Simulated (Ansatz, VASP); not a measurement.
# Si23BHO48 (B-H pair in alpha-quartz): VASP beside Ansatz, part 2 of 2

Wanted: the spread between two codes on one cell, functional and k mesh. The cell is taken from a series of runs on this material, whose earlier steps may have relaxed, scaled, displaced or heated it; both programs get it as it stands.

VASP 6.6.1 and Ansatz 0.2.0.

So far. Step 2 (VASP: single point, HSE06): The run ends at a pressure of -1.27 GPa, with forces up to 4.4 eV/Å.

## Step 3: Ansatz: single point, HSE06

Level of this step: Ansatz beside VASP: Kohn-Sham DFT, plane waves, HSE06 (Ansatz).

Ansatz runs on its default PAW (the set named soft_2) files.

The same cell, functional, mesh and smearing now go to Ansatz.

Input file input.yaml:

```yaml
crystal:
  lattice:
    - [10.03667685, 0.0, 0.0]
    - [-5.01833842, 8.69201712, 0.0]
    - [0.0, 0.0, 11.01794798]
  atoms:
    - { symbol: Si, position: [0.23373282, -0.013474832, 0.329793894] }
    - { symbol: Si, position: [0.001700815, 0.247478195, 0.169031202] }
    - { symbol: Si, position: [0.258795152, 0.261861766, -0.000919698] }
    - { symbol: O, position: [0.181324876, 0.100078685, 0.390174465] }
    - { symbol: O, position: [0.372635576, 0.082611219, 0.236381235] }
    - { symbol: O, position: [0.410595655, 0.290145841, 0.070643422] }
    - { symbol: O, position: [0.120291585, 0.215743145, 0.093715698] }
    - { symbol: O, position: [0.09128791, 0.374071557, 0.273261645] }
    - { symbol: O, position: [0.300433038, 0.417343918, 0.443662601] }
    - { symbol: Si, position: [0.242026358, 0.0026838, 0.834941557] }
    - { symbol: Si, position: [0.009818154, 0.256095793, 0.668703823] }
    - { symbol: B, position: [0.277241368, 0.314939768, 0.534235851] }
    - { symbol: O, position: [0.206543586, 0.123855523, 0.902537821] }
    - { symbol: O, position: [0.37211178, 0.089391683, 0.732529252] }
    - { symbol: O, position: [0.400299115, 0.302858709, 0.57247243] }
    - { symbol: O, position: [0.138641683, 0.237742508, 0.594828931] }
    - { symbol: O, position: [0.097255229, 0.396566118, 0.763109436] }
    - { symbol: O, position: [0.29845122, 0.418038292, 0.928343381] }
    - { symbol: Si, position: [0.246185514, 0.496437401, 0.342933193] }
    - { symbol: Si, position: [-0.006405217, 0.726121186, 0.158971768] }
    - { symbol: Si, position: [0.265345961, 0.765883264, -0.00016965] }
    - { symbol: O, position: [0.212223606, 0.620410655, 0.40814919] }
    - { symbol: O, position: [0.380446067, 0.582192396, 0.242341422] }
    - { symbol: O, position: [0.409082111, 0.796013021, 0.084008248] }
    - { symbol: O, position: [0.112155439, 0.696946838, 0.081650487] }
    - { symbol: O, position: [0.085421324, 0.852902743, 0.261506653] }
    - { symbol: O, position: [0.291115241, 0.911366802, 0.432021305] }
    - { symbol: Si, position: [0.256783553, 0.510917804, 0.830502355] }
    - { symbol: Si, position: [0.004244668, 0.739814614, 0.67001915] }
    - { symbol: Si, position: [0.263249078, 0.759544925, 0.503321233] }
    - { symbol: O, position: [0.235620171, 0.641253088, 0.896625397] }
    - { symbol: O, position: [0.395317743, 0.592464139, 0.733296291] }
    - { symbol: O, position: [0.421269332, 0.797245499, 0.569905625] }
    - { symbol: O, position: [0.129477534, 0.709070942, 0.603991436] }
    - { symbol: O, position: [0.086090243, 0.872788988, 0.771139651] }
    - { symbol: O, position: [0.300210444, 0.924402281, 0.934780715] }
    - { symbol: Si, position: [0.747547029, -0.000121461, 0.3352888] }
    - { symbol: Si, position: [0.495556209, 0.237745612, 0.167763435] }
    - { symbol: Si, position: [0.759240503, 0.262112403, 0.002747179] }
    - { symbol: O, position: [0.711573192, 0.115344981, 0.410759265] }
    - { symbol: O, position: [0.876447169, 0.089327679, 0.233030007] }
    - { symbol: O, position: [0.914226595, 0.303076971, 0.076515072] }
    - { symbol: O, position: [0.618226346, 0.205892601, 0.097545866] }
    - { symbol: O, position: [0.581012646, 0.3722712, 0.267266905] }
    - { symbol: O, position: [0.795970441, 0.409869591, 0.425347473] }
    - { symbol: Si, position: [0.755435859, 0.008738639, 0.833455363] }
    - { symbol: Si, position: [0.488858718, 0.246516031, 0.662480646] }
    - { symbol: Si, position: [0.75411557, 0.257142939, 0.501896104] }
    - { symbol: O, position: [0.719462887, 0.127890566, 0.904283414] }
    - { symbol: O, position: [0.899402148, 0.099102736, 0.741947573] }
    - { symbol: O, position: [0.903718353, 0.292056644, 0.580204333] }
    - { symbol: O, position: [0.607509338, 0.213762824, 0.587075972] }
    - { symbol: O, position: [0.582921307, 0.379283099, 0.762079727] }
    - { symbol: O, position: [0.785897295, 0.413843671, 0.931680563] }
    - { symbol: Si, position: [0.741598416, 0.4939999, 0.329284545] }
    - { symbol: Si, position: [0.498589257, 0.738765961, 0.172746137] }
    - { symbol: Si, position: [0.755691374, 0.758068588, -0.000889887] }
    - { symbol: O, position: [0.721863645, 0.625150118, 0.39805224] }
    - { symbol: O, position: [0.869909521, 0.568800399, 0.223967817] }
    - { symbol: O, position: [0.907391958, 0.786808086, 0.070804363] }
    - { symbol: O, position: [0.615877987, 0.708355117, 0.093708358] }
    - { symbol: O, position: [0.591070468, 0.870946835, 0.272896795] }
    - { symbol: O, position: [0.815240314, 0.92010014, 0.426000564] }
    - { symbol: Si, position: [0.737712411, 0.499671266, 0.831882206] }
    - { symbol: Si, position: [0.513288315, 0.749330272, 0.663563951] }
    - { symbol: Si, position: [0.771242117, 0.761043783, 0.49599558] }
    - { symbol: O, position: [0.706230094, 0.623816022, 0.899385434] }
    - { symbol: O, position: [0.87587847, 0.584266383, 0.734744621] }
    - { symbol: O, position: [0.923917645, 0.793207772, 0.568515708] }
    - { symbol: O, position: [0.632372934, 0.716244937, 0.5896577] }
    - { symbol: O, position: [0.604607739, 0.889091309, 0.757952829] }
    - { symbol: O, position: [0.796474601, 0.916268617, 0.931885823] }
    - { symbol: H, position: [0.059616469, 0.043513416, 0.419645231] }
basis:
  ecutwfc: 420
  xc_grid: 2
hamiltonian:
  xc: hse06
kpoints:
  mp_grid: { grid: [1, 1, 1] }
scf:
  occupations: { method: fermi_dirac, width: 0.01 }
  max_iter: 120
output:
  forces: true
checkpoint:
  read: "../relax.run"
```

Command:

```console
$ ansatz run input.yaml --threads 4 --pin off --max-ram 7536MiB --backend cpu --events-out ev --progress --plain --runs-dir out
```

Numbers of over 12 decimals in the logs are rounded to 6 here.

The log of the run:

```text
Warning: checkpoint.read: the run can stay near the saved state's solution: 2 site(s) moved relative to the saved geometry (max |Δs| = 1.494e-2 fractional); the SCF starts from the saved state under `checkpoint.density_extrapolation: transplant`, in force with no word given; its orbitals are not used off its sites. A run without `checkpoint.read` takes nothing of the state. A lower free energy from it at the same positions (and U, V and field ramp, if any) shows a solution that this start missed, and an equal or higher one rules none out (checkpoint.read, Limitations, in the input reference)
exact exchange: scf.exx.singularity resolves to wigner_seitz, which cuts the screened interaction at the faces of the exchange supercell's Wigner-Seitz cell, so that each pair interacts once, at the shortest of its separations (the periodic images that this leaves out come, for a point-like exchange hole, to about 0.008 eV on a filled level). The cut falls within the interaction's reach, and what an exchange supercel [...]
Engine: ansatz 0.2.0, aarch64-unknown-linux-gnu
Pseudopotentials: kind: paw
Pseudopotential: Si, paw, valence charge 4, recommended cutoff 420 eV (normal), Si.paw.azcp
Pseudopotential: O, paw, valence charge 6, recommended cutoff 420 eV (normal), O.paw.azcp
Pseudopotential: B, paw, valence charge 3, recommended cutoff 420 eV (normal), B.paw.azcp
Pseudopotential: H, paw, valence charge 1, recommended cutoff 420 eV (normal), H.paw.azcp
Functional definition: HSE06
  parameter a = 0.25
  parameter omega = 0.11/bohr
  exchange = pbe_x - a*pbe_x_sr(omega) + a*exact_x_sr(omega)
  correlation = pbe_c
Crystal: 73 atoms, lattice volume = 961.194 Å³
Basis set: ecut = 420 eV, 18781 PW (Γ), exchange–correlation on 144×144×150 points (8 copies of the dense FFT grid, shifted against one another)
Bands: 265, of which v1, the nominal top of the filled ones, is band 192 counted from 1 (191 counted from 0)
Symmetry: 1 space group operations
Space group: P1 (ITA 1), of the structure as read, at distance tolerance 9.9e-5 Å
k-points: 1
Non-local potential: Si, projectors of the file, l = 0: 2, l = 1: 2, l = 2: 2
Non-local potential: O, projectors of the file, l = 0: 2, l = 1: 2, l = 2: 1
Non-local potential: B, projectors of the file, l = 0: 2, l = 1: 2, l = 2: 1
Non-local potential: H, projectors of the file, l = 0: 2, l = 1: 1
PAW form: soft (Blöchl's): semilocal exchange-correlation on the pseudo side does not see the compensation charge
PAW frozen core: Si, regenerated for the run's functional, and the local potential with it (the file was generated under x = pbe(κ = 0.804, μ = 0.219515), c = pbe(β = 0.066725))
PAW frozen core: O, regenerated for the run's functional, and the local potential with it (the file was generated under x = pbe(κ = 0.804, μ = 0.219515), c = pbe(β = 0.066725))
PAW frozen core: B, regenerated for the run's functional, and the local potential with it (the file was generated under x = pbe(κ = 0.804, μ = 0.219515), c = pbe(β = 0.066725))
PAW one-centre angular grid: Si, 110 points (default); XC on 64 Gauss nodes
PAW one-centre angular grid: O, 110 points (default); XC on 96 Gauss nodes
PAW one-centre angular grid: B, 110 points (default); XC on 64 Gauss nodes
PAW one-centre angular grid: H, 110 points (default); XC on 64 Gauss nodes
Initial density: read from a saved state, or passed on in memory by an earlier SCF of this step, an earlier step, the calling program or the single point that the run made first, carried with its atoms to this geometry
Initial wavefunctions: pseudopotential atomic-orbital guess
Functional: x = pbe(κ = 0.804, μ = 0.219515), c = pbe(β = 0.066725), warm-up for x = pbe(κ = 0.804, μ = 0.219515) + 0.25 (exact − pbe) at short range (hse, ω = 0.207870 Å⁻¹), c = pbe(β = 0.066725); HSE06 as pw.x's `hse` composes it (authors' and Libxc's form: `xc: wpbeh`)
iter 1 solved again at ethr=1.45e-4 eV; its pass at ethr=1.00e-1 eV (dr2=5.58e-1 eV) is discarded
[...]
greatest PAW one-centre occupation: 0.866 electrons in one spin orbital (limit 2), on the O atom at site 58 (counted from 0), in its partial waves of l = 0
hybrid outer 1: dexx = +1.321e-1 eV, tail = 1.33e-4 eV
Exchange kernel: α = 0.2500, screened, ω = 0.2079 Å⁻¹, Wigner–Seitz truncation, v(0) = 901.6764 eV·Å³, q-mesh 1×1×1, nearest image of the exchange supercell L = 10.04 Å, pair-density grid 45×45×54, without the augmentation charges, whose exchange is taken in its separable form (sized by the pseudopotential files, 60×60×75 at the most), smooth part of the exchange summed in real space on grids 60×54×70 (short range) and 33×36×42 (long range)
Frozen-core exchange: fock
SCF iter   1: F=—  HF=-42119.697692 eV  |F-HF|=—  |Δ(HF+E_count)|=         —  Δρ=4.71e-5  dr2=1.50e-5  ethr=1.73e-7  ⟨swp⟩=14.0  Hψ=861  notcnv=0
preconditioner: auto → none  [insulator: Δε(μ)=7.404 eV  Ē_g=19.322 eV  σ=0.010 eV  W_gap=1.00  n_scr=212 (ndim 8)  ℏωp=23.5 eV  f_vac=0.176  D(μ)=0.00/eV (n_scr^D=0)]
SCF iter   2: F=—  HF=-42119.697688 eV  |F-HF|=—  |Δ(HF+E_count)|=   4.00e-6  Δρ=1.25e-5  dr2=5.53e-7  ethr=3.54e-9  ⟨swp⟩=4.0  Hψ=596  notcnv=0
SCF iter   3: F=—  HF=-42119.697690 eV  |F-HF|=—  |Δ(HF+E_count)|=   1.21e-6  Δρ=5.14e-6  dr2=1.29e-7  ethr=1.06e-10  ⟨swp⟩=6.0  Hψ=824  notcnv=0  defer=12
SCF iter   4: F=-42119.697690 eV  HF=-42119.697690 eV  |F-HF|=3.57e-9  |Δ(HF+E_count)|=   1.10e-8  Δρ=1.11e-6  dr2=7.37e-9  ethr=3.04e-11  ⟨swp⟩=7.0  Hψ=659  notcnv=0  defer=4
SCF 3 converged in 4 iterations: F = -42119.697690 eV  dr2 = 7.37e-9
  Residual-converged pass: ⟨swp⟩=3.0  Hψ=477  notcnv=0  max |occ|·‖R‖ = 2.4e-6 eV (tolerance 2.7e-6 eV)  dr2=7.62e-9  dr2_onsite=4.32e-10  max |Δocc| = 0.0e0
hybrid outer 2: dexx = +1.291e-6 eV, tail = 3.35e-8 eV, Δε = 1.10e-3 eV (about 1.87e-5 eV left of the loop's levels), ΔF = 3.74e-3 eV/Å (tail 6.42e-4)
hybrid SCF converged: 2 outer / 10 inner (+4 warm-up), last move |dexx| = 1.29e-6 eV, tail = 3.35e-8 eV
Stability not checked: this state was not tested for a lower state beside it, because the functional holds exact exchange (a hybrid, or Hartree-Fock), whose exchange loop this test does not read (fock_operator; see scf.lower_state_search)
Free energy (F): -42119.697690 eV
Frozen-core exchange: fock
Harris-Foulkes:  -42119.697690 eV  (|F-HF|=3.57e-9)
Internal energy: -42119.697690 eV  (E = F + TS)
E sigma→0 (E₀):  -42119.697690 eV
Fermi energy:    4.467427 eV
--- Per-component energies (eV) ---
  E_band       = -2584.743644
  E_kinetic    = 9726.288691
  E_local      = -24943.890454  (includes V_loc(G=0)·N_el)
  E_nonlocal   = 2807.086824
  E_hartree    = 9045.921119
  E_xc         = -3928.064034
  E_vxc        = -4538.830346  (∫ρ·V_xc dr)
  E_exx        = -1106.677142  (= α·E_x^exact, valence–valence)
  E_paw        = -19380.719914  (= ΣΔE_a)
  E_vpaw       = -1514.014259  (= ΣTr[D̂ρ^β])
  E_aug_tail   = 0.123369  (compensation charges beyond the density's cutoff)
  E_ewald      = -14337.114238
  E_core_change = -2.651906  (= ΣΔE_core)
  E_smearing   = -0.000000  (= −TS)
  E_closure    = -0.000005  (closes the sum)
  Σ components = -42119.697690   (vs F -42119.697690, Δ=0.00e0)
--- Forces (eV/Å), atoms counted from 1 ---
  atom   1  Si    -0.12526363    -0.02522595     0.05865270
  atom   2  Si     0.03355764     0.02688831    -0.00689244
  atom   3  Si     0.00615655    -0.00511193     0.01393236
  atom   4  O     -3.89936604    -1.74925767     1.39529543
  atom   5  O      0.06151671     0.02132942    -0.05521580
  atom   6  O     -0.00198366     0.00665867    -0.00989004
  atom   7  O     -0.01096314     0.00147531    -0.00470926
  atom   8  O     -0.01094538    -0.00465909    -0.00527147
  atom   9  O     -0.00859886     0.02209004     0.00035469
  atom  10  Si     0.00643498     0.00859718     0.00286275
  atom  11  Si     0.01985607     0.02153159     0.00919567
  atom  12  B      0.01940877    -0.04810124    -0.05595870
  atom  13  O     -0.00130504    -0.00254205    -0.00384587
  atom  14  O      0.00144791    -0.00258624     0.00503834
  atom  15  O      0.01621622     0.01383191     0.02337213
  atom  16  O     -0.04022615    -0.00989576     0.02563870
  atom  17  O     -0.00407072    -0.00194642    -0.00090387
  atom  18  O     -0.00233048     0.00437480    -0.00512211
  atom  19  Si     0.00444643    -0.01457548     0.01510528
  atom  20  Si     0.02312620     0.03727943     0.03162446
  atom  21  Si    -0.01272781     0.00082974     0.00674707
  atom  22  O      0.00401923    -0.00847171     0.00021644
  atom  23  O      0.00660387     0.01268470    -0.00503071
  atom  24  O      0.01105413     0.00165528     0.00619025
[...]
atom  66  Si     0.02368343    -0.17258939     0.07625821
  atom  67  O     -0.00097239     0.00068381    -0.00332972
  atom  68  O     -0.00211848     0.00751059    -0.00963004
  atom  69  O     -0.04515881     0.02255809    -0.03287229
  atom  70  O      0.02585721     0.02317266    -0.03440983
  atom  71  O      0.00464480    -0.00199185    -0.00700145
  atom  72  O     -0.00241213     0.00175962    -0.00364578
  atom  73  H      3.86544263     1.86101275    -1.38211248
  max |Σ_I F_I| component: 3.37e-4 eV/Å
--- Band table (eV) ---
  k-point 0: bands = [... 188 lower, 0.5744, 0.5873, 0.6873, 0.7658, 8.1690]
  guard bands above this table: 72 of the run's 265 bands. The solve was not asked for them (output.publish_guard_bands: true or output.eigenvalues: true publishes all)
```

## Step 4: Differences

Known differences besides the potentials themselves: exact exchange at q = 0 is treated differently, which shows on coarse meshes; VASP keeps PBE cores, Ansatz makes them for the functional; the cutoff is 420 eV in Ansatz and 520 eV in VASP (PREC = Accurate, projectors in real space); VASP takes a coarser grid for exact exchange (PRECFOCK = Fast). Total energies have different zeros and are not compared.

The two programs side by side:

```tsv
quantity	Ansatz	VASP	difference
gap on the k mesh (eV)	7.403	7.406	-0.003
```

Forces on 7 of the 73 atoms, those with the largest forces and the largest differences (eV/Å; atoms numbered as in POSCAR):

```tsv
atom	Ansatz x, y, z	VASP x, y, z
Si1	-0.125, -0.025, 0.059	-0.077, -0.023, 0.043
Si12	-0.126, 0.077, -0.123	-0.144, 0.076, -0.122
Si23	0.024, -0.173, 0.076	0.028, -0.171, 0.075
O24	-3.899, -1.749, 1.395	-3.865, -1.711, 1.389
O65	0.136, 0.091, 0.024	0.125, 0.082, 0.028
B72	0.019, -0.048, -0.056	0.066, -0.059, -0.090
H73	3.865, 1.861, -1.382	3.780, 1.843, -1.346
```

The forces differ by 15 meV/Å r.m.s., which is 3.6 % of the r.m.s. force of 0.425 eV/Å (both taken over all components). A gap on the mesh is an upper bound, since the band edges may lie between its points.

## Step 5: Summary of results

```
r.m.s. force difference (single point, HSE06) : 3.6 % of the r.m.s. force
```

**Reading.** The r.m.s. force difference is 3.6 % of the r.m.s. force (single point, HSE06), beyond the 3 % picked in this series as the mark of a large difference. What causes the difference of the single point, HSE06 pair stays open here. How closely two codes agree says nothing of how well the functional describes the real material.

[Lines on the potential files, build, host, timing and source positions are cut from VASP's logs without a mark.]

[Logs are printed without paths, hosts, clocks, repeated set-up lines and the standing remarks that a program may print on its own settings, such as how far it seeks lower states.]

[Hosts, paths, dates, database ids (printed as entryN), source tags and the programs' standing remarks are cut or masked in the printed files.]
